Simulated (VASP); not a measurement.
Write the native input for VASP 6.6.1 that does the following.

```
Task                   : single point
Functional             : r2SCAN
Potentials or basis    : VASP PAW PBE potentials, release 64 (Ga_d, N)
Cutoff                 : 520 eV
k mesh                 : 6 × 6 × 6
Occupations            : fermi-dirac, width 0.02 eV
Spin                   : no spin polarisation
Dipole correction      : no
Further INCAR settings : ALGO = Normal; EDIFF = 1e-07; NBANDS = 16
```

Crystal: GaN.

```xyz
2
Lattice="2.6956 0.0000 0.0000 0.0000 2.6956 0.0000 0.0000 0.0000 2.6956" Properties=species:S:1:pos:R:3 pbc="T T T"
Ga    0.0000    0.0000    0.0000
N     1.3478    1.3478    1.3478
```

The cell was built by a generator and needn't be a form met in nature.

The input as run:

POSCAR

```
GaN
1.0
    2.6955546006      0.0000000000      0.0000000000
    0.0000000000      2.6955546006      0.0000000000
    0.0000000000      0.0000000000      2.6955546006
Ga N
1 1
Direct
    0.0000000000      0.0000000000      0.0000000000
    0.5000000000      0.5000000000      0.5000000000
```

INCAR.step1

```
  ALGO = Normal
  EDIFF = 1E-4
  ENCUT = 520
  GGA = PE
  ISMEAR = -1
  LASPH = True
  LCHARG = False
  LREAL = False
  LWAVE = True
  NBANDS = 16
  NELM = 60
  PREC = Accurate
  SIGMA = 0.02
```

INCAR.step2

```
  ALGO = Normal
  EDIFF = 1E-7
  ENCUT = 520
  ISIF = 2
  ISMEAR = -1
  ISTART = 1
  LASPH = True
  LCHARG = False
  LMIXTAU = True
  LREAL = False
  LWAVE = False
  METAGGA = R2SCAN
  NBANDS = 16
  NELM = 60
  PREC = Accurate
  SIGMA = 0.02
```

KPOINTS

```
k-points
0
Gamma
  6 6 6
```

Potentials or basis: VASP PAW PBE potentials, release 64 (Ga_d, N).

Run with:

```console
$ cat potpaw_PBE.64/Ga_d/POTCAR potpaw_PBE.64/N/POTCAR > POTCAR
$ cp INCAR.step1 INCAR
$ mpirun -np 1 vasp_std > vasp.out
$ cp INCAR.step2 INCAR
$ mpirun -np 1 vasp_std > vasp.out
```

Results of the run:

* Pressure: 1.0 GPa
* Band gap on the k mesh: none (metal or under the smearing width)

Caveat: the k mesh is coarse (spacing up to 0.39 Å⁻¹), so the values aren't converged; the PAW data sets were made with another functional, which shifts forces and pressure a little.

It took 23 s on 1 thread of Intel(R) Xeon(R) Platinum 8375C CPU @ 2.90GHz (Ice Lake) (shared host), peak memory 0.13 GiB.
